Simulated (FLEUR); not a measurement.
# Pd (Fm-3m) in FLEUR: notebook

The runs below take Pd through single point, with PBEsol.

Program: FLEUR MaX-R8.1 (later development tree). These are calculated values, not measurements. Logs are shortened: lines on timing, memory, paths and dates and some standing lists are left out, and cuts for length are marked.

## (1) Starting point

It takes space group Fm-3m (No. 225, cubic). Conventional cell: a = 3.893 Å, b = 3.893 Å, c = 3.893 Å, α = 90.00°, β = 90.00°, γ = 90.00°. Pd (site symmetry m-3m) is surrounded by 12 Pd at 2.75 Å.

## (2) Single point, PBEsol

Input file inp.xml:

```xml
<?xml version="1.0" encoding="UTF-8" standalone="no"?>
<fleurInput fleurInputVersion="0.39">
   <comment>
      Pd                                                                                                  
   </comment>
   <calculationSetup>
      <cutoffs Kmax="4.15" Gmax="12.9" GmaxXC="12.9" numbands="0"/>
      <scfLoop itmax="60" minDistance="0.00001" maxIterBroyd="15" imix="Anderson" alpha="0.05" precondParam="0.0" spinf="2.0" sdNocoIR="T"/>
      <coreElectrons ctail="T" frcor="F" kcrel="0" coretail_lmax="0"/>
      <xcFunctional name="PBEs" relativisticCorrections="F"/>
      <magnetism jspins="1"/>
      <soc l_soc="F" theta="0.0" phi="0.0" spav="F"/>
      <expertModes spex="0" secvar="F"/>
      <geometryOptimization l_f="T" forcealpha="1.0" forcemix="BFGS" epsdisp="0.0005" epsforce="0.0002"/>
      <ldaU l_linMix="F" mixParam="0.05" spinf="1.0"/>
   </calculationSetup>
   <cell>
      <bzIntegration valenceElectrons="18.0" mode="hist" fermiSmearingEnergy="0.00183747">
         <kPointListSelection listName="default-1"/>
         <!-- k-points included here -->
         <xi:include xmlns:xi="http://www.w3.org/2001/XInclude" href="kpts.xml"> </xi:include>
      </bzIntegration>
      <!-- symmetry operations included here -->
      <xi:include xmlns:xi="http://www.w3.org/2001/XInclude" href="sym.xml"> </xi:include>
      <bulkLattice scale="1.0">
         <bravaisMatrix>
            <row-1>    0.0000000000000000     3.6783519015338997     3.6783519015338997</row-1>
            <row-2>    3.6783519015338997     0.0000000000000000     3.6783519015338997</row-2>
            <row-3>    3.6783519015338997     3.6783519015338997     0.0000000000000000</row-3>
         </bravaisMatrix>
      </bulkLattice>
   </cell>
   <atomSpecies>
      <species name="Palladium (Pd)" element="Pd" atomicNumber="46">
         <mtSphere radius="2.36" gridPoints="797" logIncrement="0.016"/>
         <atomicCutoffs lmax="10" lnonsphr="10"/>
         <electronConfig flipSpins="F">
            <coreConfig>(1s1/2) (2s1/2) (2p1/2) (2p3/2) (3s1/2) (3p1/2) (3p3/2) (3d3/2) (3d5/2)</coreConfig>
            <valenceConfig>(4s1/2) (4p1/2) (4p3/2) (5s1/2) (4d3/2) (4d5/2)</valenceConfig>
            <stateOccupation state="(5s1/2)" spinUp="0.500000" spinDown="0.500000"/>
            <stateOccupation state="(4d3/2)" spinUp="1.800000" spinDown="1.800000"/>
            <stateOccupation state="(4d5/2)" spinUp="2.700000" spinDown="2.700000"/>
         </electronConfig>
         <energyParameters s="5" p="5" d="4" f="4"/>
         <lo type="SCLO" l="0" n="4" eDeriv="0"/>
         <lo type="SCLO" l="1" n="4" eDeriv="0"/>
         <lo type="SCLO" l="1" n="4" eDeriv="1"/>
         <lo type="SCLO" l="2" n="4" eDeriv="2"/>
         <lo type="SCLO" l="3" n="4" eDeriv="2"/>
      </species>
   </atomSpecies>
   <atomGroups>
      <atomGroup species="Palladium (Pd)">
         <relPos label="                   1">.0000000000 .0000000000 .0000000000</relPos>
         <force calculate="T" relaxXYZ="TTT"/>
      </atomGroup>
   </atomGroups>
   <output dos="F" band="F" slice="F">
      <checks vchk="F" cdinf="F"/>
      <bandDOS minEnergy="-.5*Htr" maxEnergy="0.5*Htr" sigma="0.015" storeEVData="T"/>
      <vacuumDOS vacdos="F" integ="F" star="F" nstars="0" locx1="0.0" locy1="0.0" locx2="0.0" locy2="0.0" nstm="0" tworkf="0.0"/>
      <unfoldingBand unfoldBand="F" supercellX="1" supercellY="1" supercellZ="1"/>
      <plotting iplot="0" polar="F">
         <plot TwoD="T" vec1="  1.0  0.0  0.0" vec2="  0.0  1.0  0.0" vec3="  0.0  0.0  1.0" zero="  0.0  0.0  0.0" file="plot"/>
      </plotting>
      <chargeDensitySlicing numkpt="0" minEigenval="0.0" maxEigenval="0.0" nnne="0" pallst="F"/>
      <specialOutput eonly="F"/>
      <moessbauerParams electricFieldGradient="T" isomerShift="T" coreHyperfine="T" valenceHyperfine="T"/>
      <magneticCircularDichroism mcd="F" energyLo="-10.0" energyUp="0.0"/>
   </output>
  <!-- We include the file relax.xml here to enable relaxations (see documentation) -->
  <xi:include xmlns:xi="http://www.w3.org/2001/XInclude" href="relax.xml"> <xi:fallback/> </xi:include>
</fleurInput>
```

Input file crystal.txt:

```
Pd
&input cartesian=F /
0.0000000000  1.9465000000  1.9465000000
1.9465000000  0.0000000000  1.9465000000
1.9465000000  1.9465000000  0.0000000000
1.8897261246
1.0 1.0 1.0

1
46 0.0000000000  0.0000000000  0.0000000000

&kpt div1=12 div2=12 div3=12 gamma=T /
```

Potentials or basis: all-electron, FLAPW.

Launch:

```
$ inpgen -f crystal.txt -profile fastHighL
$ # inp.xml edited to the form shown
$ fleur_MPI
```

What it wrote:

```text
Welcome to FLEUR        (www.flapw.de)
      MaX-Release 8.1          (www.max-centre.eu)

 ========== k-point set info ==========
 Selected k-point list: default-1
 k-point list type: mesh
 12 x 12 x 12
 Number of k points: 72

 ------------Calculation Setup---------------------------
 Number of MPI-tasks      :            1
 Number of PE/node        :            1
 Number of OMP-threads    :            1
 Most efficient MPI parallelization for:
           1           2           3           4           6           8           9          12          18          24          36          72
 Additional eigenvalue parallelization possible
 Number of basis functions:          164
 Approximate size of matrices (H+S) per k-point:         0.000 GB
 --------------------------------------------------------
 Iteration:     1   Distance:      14.45406475 me/bohr^3
 Iteration:     2   Distance:      12.44917130 me/bohr^3
 Iteration:     3   Distance:       4.64630284 me/bohr^3
 Iteration:     4   Distance:       3.45487690 me/bohr^3
 Iteration:     5   Distance:       0.91696974 me/bohr^3
 Iteration:     6   Distance:       0.93631196 me/bohr^3
 Iteration:     7   Distance:       0.21848214 me/bohr^3
 Iteration:     8   Distance:       0.02290358 me/bohr^3
 Iteration:     9   Distance:       0.00299979 me/bohr^3
 Iteration:    10   Distance:       0.00146444 me/bohr^3
 Iteration:    11   Distance:       0.00138962 me/bohr^3
 Iteration:    12   Distance:       0.00004768 me/bohr^3
 Iteration:    13   Distance:       0.00004438 me/bohr^3
 Iteration:    14   Distance:       0.00000030 me/bohr^3

 ********************************************************************
 Run finished successfully
 Stop message:
   Structural relaxation: Done
 ********************************************************************
```

out.xml (last iteration):

```text
<iteration numberForCurrentRun="   15" overallNumber="   15">
         <energyParameters units="Htr">
            <atomicEP atomType="1" spin="1" branch="5s" branchLowest="-2.66" branchHighest="2.11" value="0.2979017349"/>
            <atomicEP atomType="1" spin="1" branch="5p" branchLowest="-1.38" branchHighest="2.83" value="0.4312288153"/>
            <atomicEP atomType="1" spin="1" branch="4d" branchLowest="-11.51" branchHighest="0.55" value="0.3242458112"/>
            <atomicEP atomType="1" spin="1" branch="4f" branchLowest="-9.99" branchHighest="2.54" value="0.7269681384"/>
            <loAtomicEP atomType="1" spin="1" branch="4s" branchLowest="-22.89" branchHighest="-2.66" value="-2.6743942494"/>
            <loAtomicEP atomType="1" spin="1" branch="4p" branchLowest="-18.49" branchHighest="-1.38" value="-1.4199746129"/>
            <loAtomicEP atomType="1" spin="1" branch="4p" branchLowest="-18.49" branchHighest="-1.38" value="-1.4199746129"/>
            <loAtomicEP atomType="1" spin="1" branch="4d" branchLowest="-11.51" branchHighest="0.55" value="0.3190904487"/>
            <loAtomicEP atomType="1" spin="1" branch="4f" branchLowest="-9.99" branchHighest="2.54" value="0.7269694141"/>
         </energyParameters>
         <eigenvalues>
            <eigenvaluesAt spin="1" ikpt="1" k_x="0.00000000" k_y="0.00000000" k_z="0.00000000">
                      -2.6763866569       -1.4090214405       -1.4090214405       -1.4090214405        0.1469478286
                       0.3080659376        0.3080659376        0.3080659376        0.3682083215        0.3682083215
                       1.0356079850        1.2086675972        1.2086675972        1.2086675972        1.4137631500
            </eigenvaluesAt>
            <eigenvaluesAt spin="1" ikpt="2" k_x="0.00000000" k_y="0.00000000" k_z="0.08333333">
                      -2.6762532274       -1.4100626455       -1.4091702928       -1.4091702928        0.1561660773
                       0.3048466858        0.3111923882        0.3111923882        0.3667440796        0.3667440796
                       1.0449834347        1.1566777823        1.2193957555        1.2193957555        1.4372582447
            </eigenvaluesAt>
            <eigenvaluesAt spin="1" ikpt="3" k_x="0.00000000" k_y="0.00000000" k_z="0.16666667">
                      -2.6758866554       -1.4128862828       -1.4095727439       -1.4095727439        0.1811595903
                       0.2992264815        0.3175713339        0.3175713339        0.3657449831        0.3657449831
                       1.0411756136        1.0843058651        1.2476978339        1.2476978339        1.3737582641
            </eigenvaluesAt>
            <eigenvaluesAt spin="1" ikpt="4" k_x="0.00000000" k_y="0.00000000" k_z="0.25000000">
                      -2.6753843450       -1.4167131894       -1.4101208840       -1.4101208840        0.2094432535
                       0.3061731888        0.3189915061        0.3189915061        0.3735969473        0.3735969473
                       0.9433340544        1.0746926010        1.2738164193        1.2738164193        1.3554698699
            </eigenvaluesAt>
         </eigenvalues>
         <bandgap value="0.0003093507" units="eV"/>
         <sumValenceSingleParticleEnergies value="-10.6788409143" units="Htr"/>
         <FermiEnergy value="0.4125696048" units="Htr"/>
         <valenceDensity>
            <mtCharges spin="1">
               <mtCharge atomType="1" total="16.4472684" s="2.3113942" p="6.2169584" d="7.8806457" f="0.0303200"/>
            </mtCharges>
            <spinDependentCharge spin="1" total="18.0000000" interstitial="1.5527316" mtSpheres="16.4472684"/>
            <totalCharge value="18.0000000000"/>
         </valenceDensity>
         <coreStates atomType="     1" atomicNumber=" 46" spin="1" kinEnergy="   5094.4033586274" eigValSum="  -2998.0782076149" lostElectrons=" 0.000000">
            <state n="1" l="0" j="0.5" energy="-886.6449540940" weight="1.0000000000"/>
            <state n="2" l="0" j="0.5" energy="-129.0517131965" weight="1.0000000000"/>
            <state n="2" l="1" j="0.5" energy="-119.6894789646" weight="1.0000000000"/>
            <state n="2" l="1" j="1.5" energy="-113.8367794210" weight="2.0000000000"/>
            <state n="3" l="0" j="0.5" energy="-22.8912964505" weight="1.0000000000"/>
            <state n="3" l="1" j="0.5" energy="-19.1967427804" weight="1.0000000000"/>
            <state n="3" l="1" j="1.5" energy="-18.1763861078" weight="2.0000000000"/>
            <state n="3" l="2" j="1.5" energy="-11.6298520832" weight="2.0000000000"/>
            <state n="3" l="2" j="2.5" energy="-11.4262943658" weight="3.0000000000"/>
         </coreStates>
         <allElectronCharges>
            <spinDependentCharge spin="1" total="46.0000000" interstitial="1.5527316" mtSpheres="44.4472684"/>
            <totalCharge value="45.9999999997"/>
         </allElectronCharges>
         <moessbauerParams unitsHFF="kG" unitsIS="e/bohr^3" unitsEFG="Htr/bohr^2">
            <coreIsomerShift atomType="1" isTotal="134099.37774">
               <shell n="1" l="0" isomerShift="117893.76221"/>
               <shell n="2" l="0" isomerShift="13384.99657"/>
               <shell n="2" l="1" isomerShift="266.55479"/>
               <shell n="3" l="0" isomerShift="2500.81329"/>
               <shell n="3" l="1" isomerShift="53.25087"/>
               <shell n="3" l="2" isomerShift="0.00001"/>
            </coreIsomerShift>
            <isomerShift atomType="1" nucleusRadius="0.0001119" averageDensity="134584.49021"/>
            <electricFieldGradient atomType="1" VXX="0.00000" VYY="0.00000" VZZ="0.00000" asymParam="0.00000">
            </electricFieldGradient>
         </moessbauerParams>
         <totalEnergy                                    value="    -5044.6159643432" units="Htr">
            <sumOfEigenvalues                            value="    -3008.7570485292">
               <coreElectrons value="-2998.0782076149"/>
               <valenceElectrons value="-10.6788409143"/>
            </sumOfEigenvalues>
            <densityCoulombPotentialIntegral value="-8090.6352250450"/>
            <densityEffectivePotentialIntegral value="-8276.9073161886"/>
            <chargeDenXCDenIntegral value="-141.7285844063"/>
            <FockExchangeEnergyValence value="0.0000000000"/>
            <FockExchangeEnergyCore value="0.0000000000"/>
            <atomTypeDependentContributions atomType="1">
               <electronNucleiInteractionDifferentMTs value="6101.0504365183"/>
               <MadelungTerm value="-24.6695985555"/>
            </atomTypeDependentContributions>
            <tkbTimesEntropy value="0.0007174802"/>
            <freeEnergy value="-5044.6166818234"/>
            <extrapolationTo0K value="-5044.6163230833"/>
         </totalEnergy>
         <totalForcesOnRepresentativeAtoms units="Htr/bohr">
            <forceTotal atomType="1" x="0.000000" y="0.000000" z="0.000000" F_x="0.00000000" F_y="0.00000000" F_z="0.00000000"/>
         </totalForcesOnRepresentativeAtoms>
      </iteration>
```

Wall time 23 s (1 thread of Intel Xeon 6975P-C (Granite Rapids), shared host); peak memory 0.07 GiB.

Results:

```yaml
Free_energy: -137271.0130 eV
Band_gap_on_the_k_mesh: none (metal or under the smearing width)
Valence_electrons_inside_the_program's_atomic_spheres: Pd 16.45 (radii Pd 2.36 bohr)
```

Core levels (eV from the Fermi level):
```csv
atom,levels
1 Pd,"1s1/2 -24138.1, 2s1/2 -3522.9, 2p1/2 -3268.1, 2p3/2 -3108.9, 3s1/2 -634.1, 3p1/2 -533.6, 3p3/2 -505.8, 3d3/2 -327.7, 3d5/2 -322.2"
```

## (3) Single point, PBEsol (cell strained at random at fixed volume)

inp.xml, as its differences from that of step 2:

```diff
@@ -26,5 +26,5 @@
          <bravaisMatrix>
-            <row-1>    0.0000000000000000     3.6783519015338997     3.6783519015338997</row-1>
-            <row-2>    3.6783519015338997     0.0000000000000000     3.6783519015338997</row-2>
-            <row-3>    3.6783519015338997     3.6783519015338997     0.0000000000000000</row-3>
+            <row-1>   -0.0210250928622996     3.6948246441620380     3.6695873517680049</row-1>
+            <row-2>    3.7247900313198201     0.0119827533560886     3.6365795055496171</row-2>
+            <row-3>    3.7122554779353485     3.6492841342853022     0.0245154170144358</row-3>
          </bravaisMatrix>
@@ -34,4 +34,4 @@
       <species name="Palladium (Pd)" element="Pd" atomicNumber="46">
-         <mtSphere radius="2.36" gridPoints="797" logIncrement="0.016"/>
-         <atomicCutoffs lmax="10" lnonsphr="10"/>
+         <mtSphere radius="2.36" gridPoints="783" logIncrement="0.016"/>
+         <atomicCutoffs lmax="9" lnonsphr="9"/>
          <electronConfig flipSpins="F">
```

Input file crystal.txt:

```
Pd
&input cartesian=F /
-0.0111260000  1.9552170000  1.9418620000
1.9710740000  0.0063410000  1.9243950000
1.9644410000  1.9311180000  0.0129730000
1.8897261246
1.0 1.0 1.0

1
46 0.0238370000  -0.0169870000  -0.0029670000

&kpt div1=12 div2=12 div3=12 gamma=T /
```

Potentials or basis: all-electron, FLAPW.

Launch:

```
$ inpgen -f crystal.txt -profile fastHighL
$ # inp.xml edited to the form shown
$ fleur_MPI
```

Wall time 5.7 min (1 thread of Intel Xeon 6975P-C (Granite Rapids), shared host); peak memory 0.08 GiB.

The run converged. Its results:

```
Free energy                                           : -137271.0109 eV
Band gap on the k mesh                                : none (metal or under the smearing width)
Valence electrons inside the program's atomic spheres : Pd 16.45 (radii Pd 2.36 bohr)
```

Levels at points of the mesh, in eV from the Fermi level:
```csv
k point,band 5,band 6,band 7,band 8,band 9,band 10,band 11,band 12,band 13,band 14
"(0.00, 0.00, 0.00)",-7.23,-2.99,-2.84,-2.70,-1.31,-1.10,16.95,21.28,21.62,22.11
"(0.00, 0.00, 0.50)",-5.33,-2.97,-2.82,-0.05,0.08,1.04,7.45,16.25,20.51,20.87
"(0.00, 0.50, 0.00)",-5.33,-2.90,-2.87,-0.08,0.09,0.98,7.35,16.32,20.71,20.86
"(0.00, 0.50, 0.50)",-5.42,-5.13,-0.02,0.28,0.33,3.00,10.37,13.05,13.65,21.53
"(0.50, 0.00, 0.00)",-5.35,-3.02,-2.74,-0.05,0.01,0.82,7.09,16.45,20.80,21.34
"(0.50, 0.00, 0.50)",-5.42,-5.12,-0.03,0.23,0.39,3.33,10.82,12.96,13.12,21.46
"(0.50, 0.50, 0.00)",-5.42,-5.12,-0.03,0.26,0.38,3.47,11.01,12.73,13.09,21.24
"(0.50, 0.50, 0.50)",-5.34,-3.08,-2.69,0.00,0.00,0.92,7.25,16.34,20.55,21.27
```

Core levels (eV from the Fermi level):
```tsv
atom	levels
1 Pd	1s1/2 -24138.1, 2s1/2 -3522.9, 2p1/2 -3268.1, 2p3/2 -3108.9, 3s1/2 -634.1, 3p1/2 -533.6, 3p3/2 -505.8, 3d3/2 -327.7, 3d5/2 -322.2
```
